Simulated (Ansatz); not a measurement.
The cell is a 6-atom cell of SiO₂ built on tetragonal HfO2 (relaxed group P4_2/nmc) (it has left that coordination); cell and atoms were relaxed with r2SCAN. The symmetry is P4_2/nmc (No. 137, tetragonal); conventional cell a = 2.825 Å, c = 8.189 Å, 10.89 Å³ an atom. Si is surrounded by 4 O at 1.64 Å; O is surrounded by 2 Si at 1.64 Å.

```
Si O
1.0
     2.82540    0.00000    0.00000
     0.00000    2.82540    0.00000
     0.00000    0.00000    8.18865
Si O
2 4
Direct
  0.00000 0.00000 0.00000
  0.50000 0.50000 0.50000
  0.00000 0.50000 0.39795
  0.00000 0.50000 0.89795
  0.50000 0.00000 0.60205
  0.50000 0.00000 0.10205
```

4 runs of the plane-wave code Ansatz on this cell differ in the functional (and in the settings that go with it). Levels are in eV from each run's valence top; v1 is the last filled band, c1 the first empty one.

Run A, mean stress -0.1 GPa (compression positive):
```
point     v2     v1     c1     c2
    Γ  -0.38  -0.38   7.86   9.36
    X  -0.39  -0.39  11.08  11.08
    M  -0.76  -0.76  10.01  10.01
    Z  -0.40  -0.40   8.61   8.61
```

Run B, mean stress +6.5 GPa (compression positive):
```
point     v2     v1    c1    c2
    Γ  -0.36  -0.36  5.18  6.67
    X  -0.32  -0.32  8.20  8.20
    M  -0.68  -0.68  7.37  7.37
    Z  -0.37  -0.37  5.88  5.88
```

Run C, mean stress 0.0 GPa (compression positive):
```
point     v2     v1    c1    c2
    Γ  -0.37  -0.37  5.93  7.46
    X  -0.35  -0.35  9.17  9.17
    M  -0.71  -0.71  8.11  8.11
    Z  -0.39  -0.39  6.67  6.67
```

Run D, mean stress 0.0 GPa (compression positive):
```
point     v2     v1     c1     c2
    Γ  -0.38  -0.38   7.09   8.58
    X  -0.38  -0.38  10.29  10.29
    M  -0.76  -0.76   9.24   9.24
    Z  -0.40  -0.40   7.84   7.84
```

Q: Match the runs to PBE, r2SCAN, HSE06, PBE0.

A: A is PBE0, B is PBE, C is r2SCAN, D is HSE06. In order of the gap: PBE 5.18, r2SCAN 5.93, HSE06 7.09, PBE0 7.86 eV.

Spin-unpolarised throughout. Whether this structure exists isn't addressed.

The stress of a hybrid is loosely converged in these runs.

The meshes of the hybrids are coarse, so their gaps aren't converged to the digits shown.
